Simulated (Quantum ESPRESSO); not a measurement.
Runs of Quantum ESPRESSO 7.5 on CO2. The structure is tetragonal, space group I-42d (No. 122). The conventional cell has a = 3.949 Å, b = 3.949 Å, c = 6.028 Å, α = 90.00°, β = 90.00°, γ = 90.00°. Around O (site symmetry 2) lie 2 C at 1.40 Å. C (site symmetry -4) has 4 O at 1.40 Å as nearest neighbours. The cell comes from a database or a generator and needn't be the stable form of this composition.

```tsv
task	level	potentials or basis	cutoff (eV)	form of the LDA correlation	gap on the mesh (eV)	pressure (GPa)	V0 of scaled cells (Å³/atom)	B0 (GPa)	largest force (eV/Å)
single point	PBE	SSSP 1.3 efficiency PBE	748	-	7.69	-0.2	-	-	0.01
band structure	LDA	GBRV 1.5 LDA	612	PZ81	7.47	-12.3	-	-	0.41
band structure	PBEsol	GBRV 1.5 PBEsol	612	-	7.58	-5.5	-	-	0.13
equation of state	LDA	GBRV 1.5 LDA	612	PZ81	-	-	7.50	(b)	-
equation of state	PBEsol	GBRV 1.5 PBEsol	612	-	-	-	(a)	275	-
```

Alike in all rows: no spin polarisation; cell as given; k mesh 9 × 9 × 9; smearing fermi-dirac 0.05 eV.

Fill in the values left out.

(a) 7.69; (b) 295.

Caveats: the cell was scaled at fixed shape and fractional positions, which overstates the stiffness of a crystal with free parameters, most of all of layers and chains (some runs); an odd mesh through Γ misses points on the zone boundary, where band edges often lie (some runs).
